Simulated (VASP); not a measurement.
Output of a VASP run:

OSZICAR:
```
       N       E                     dE             d eps       ncg     rms          rms(c)
DAV:   1     0.100186842079E+03    0.10019E+03   -0.68453E+03   480   0.114E+03
DAV:   2     0.395147581939E+01   -0.96235E+02   -0.88174E+02   716   0.191E+02
DAV:   3    -0.271867844900E+01   -0.66702E+01   -0.66444E+01   596   0.568E+01
DAV:   4    -0.278877184119E+01   -0.70093E-01   -0.70056E-01   576   0.689E+00
DAV:   5    -0.278976508215E+01   -0.99324E-03   -0.99318E-03   600   0.830E-01    0.229E+00
DAV:   6    -0.239357548972E+01    0.39619E+00   -0.70080E-01   544   0.474E+00    0.158E+00
DAV:   7    -0.234542581125E+01    0.48150E-01   -0.20596E-01   660   0.256E+00    0.973E-01
DAV:   8    -0.234322823873E+01    0.21976E-02   -0.15485E-02   560   0.100E+00    0.138E-01
DAV:   9    -0.234316013094E+01    0.68108E-04   -0.29434E-03   632   0.352E-01    0.109E-01
DAV:  10    -0.234333468204E+01   -0.17455E-03   -0.28617E-04   552   0.160E-01    0.148E-02
DAV:  11    -0.234334852754E+01   -0.13846E-04   -0.17946E-05   596   0.399E-02    0.442E-03
DAV:  12    -0.234334924765E+01   -0.72011E-06   -0.62924E-06   564   0.171E-02
   1 F= -.23433492E+01 E0= -.23433492E+01  d E =-.234335E+01
       N       E                     dE             d eps       ncg     rms          rms(c)
DAV:   1    -0.235121828491E+01   -0.78698E-02   -0.13672E-01   480   0.254E+00    0.447E-01
DAV:   2    -0.234511915281E+01    0.60991E-02   -0.11049E-02   504   0.633E-01    0.150E-01
DAV:   3    -0.234405537152E+01    0.10638E-02   -0.29023E-03   496   0.329E-01    0.769E-02
DAV:   4    -0.234399328700E+01    0.62085E-04   -0.21604E-04   532   0.960E-02    0.202E-02
DAV:   5    -0.234399404300E+01   -0.75600E-06   -0.13300E-05   544   0.254E-02    0.115E-02
DAV:   6    -0.234399509560E+01   -0.10526E-05   -0.78662E-07   316   0.736E-03    0.332E-03
DAV:   7    -0.234399508025E+01    0.15348E-07   -0.33518E-07   280   0.394E-03
   2 F= -.23439951E+01 E0= -.23439951E+01  d E =-.645833E-03
       N       E                     dE             d eps       ncg     rms          rms(c)
DAV:   1    -0.234638439074E+01   -0.23893E-02   -0.43653E-02   480   0.143E+00    0.251E-01
DAV:   2    -0.234444039089E+01    0.19440E-02   -0.35030E-03   496   0.357E-01    0.849E-02
DAV:   3    -0.234409981399E+01    0.34058E-03   -0.93185E-04   480   0.187E-01    0.432E-02
DAV:   4    -0.234408235330E+01    0.17461E-04   -0.68333E-05   532   0.541E-02    0.114E-02
DAV:   5    -0.234408307076E+01   -0.71745E-06   -0.42304E-06   512   0.143E-02
   3 F= -.23440831E+01 E0= -.23440831E+01  d E =-.733823E-03
```

### OUTCAR
```
------------------------ aborting loop because EDIFF is reached ----------------------------------------
  FORCE on cell =-STRESS in cart. coord.  units (eV):
  Direction    XX          YY          ZZ          XY          YZ          ZX
  --------------------------------------------------------------------------------------
  Total        0.0086488      0.0086488      0.0086488     -0.0000000     -0.0000000      0.0000000
  in kB        0.2007721      0.2007721      0.2007721     -0.0000000     -0.0000000      0.0000000
  external PRESSURE =       0.2007721 kB  Pullay stress =       0.0000000 kB
  volume of cell :       69.02
      direct lattice vectors                 reciprocal lattice vectors
     4.101923952  0.000000000 -0.000000000     0.243788040 -0.000000000  0.000000000
     0.000000000  4.101923952  0.000000000     0.000000000  0.243788040  0.000000000
    -0.000000000  0.000000000  4.101923952     0.000000000 -0.000000000  0.243788040
 POSITION                                       TOTAL-FORCE (eV/Angst)
 -----------------------------------------------------------------------------------
      0.00000      0.00000      0.00000        -0.000000      0.000000      0.000000
      2.05096      2.05096      2.05096         0.000000      0.000000      0.000000
 -----------------------------------------------------------------------------------
    total drift:                                0.000000      0.000000     -0.000000
  FREE ENERGIE OF THE ION-ELECTRON SYSTEM (eV)
  ---------------------------------------------------
  free  energy   TOTEN  =        -2.3440830708 eV

  energy  without entropy=       -2.3440830708  energy(sigma->0) =       -2.34408307

 reached required accuracy - stopping structural energy minimisation
```
(Selected blocks of OUTCAR.)

### POSCAR
```
CsCl
1
    4.1200000000     0.0000000000     0.0000000000
    0.0000000000     4.1200000000     0.0000000000
    0.0000000000     0.0000000000     4.1200000000
Cs Cl
1 1
Direct
  0.0000000000   0.0000000000   0.0000000000
  0.5000000000   0.5000000000   0.5000000000
```

Write an INCAR and KPOINTS that could have produced this output.

One answer among several that fit: the input of the run itself, optB88-vdW, plane waves, VASP's PBE PAW potentials (set 64).

**INCAR**
```
GGA = BO
AGGAC = 0.0
LMAXMIX = 4
ISIF = 3
EDIFF = 1E-6
ENCUT = 520   ! plane-wave cut-off (eV)
PARAM2 = 0.22
LWAVE = F
SIGMA = 0.05
IBRION = 2   ! conjugate gradients
LCHARG = F
LASPH = T
SYSTEM = CsCl
EDIFFG = -0.01   ! ionic stop
ALGO = Normal   ! blocked Davidson
PREC = Accurate
LUSE_VDW = T
LREAL = F   ! projection in real space or not
NSW = 60
ISMEAR = 0
NELM = 100   ! most electronic steps
PARAM1 = 0.1833333333
```

KPOINTS:
```
Regular mesh
0
Gamma
  6 6 6
```

POTCAR, in this order: Cs_sv Cl (PBE.64 set). Program: vasp_std.

The compound is CsCl in the CsCl type structure. This run relaxes it. Symmetry was kept, so distortions that lower it aren't found.
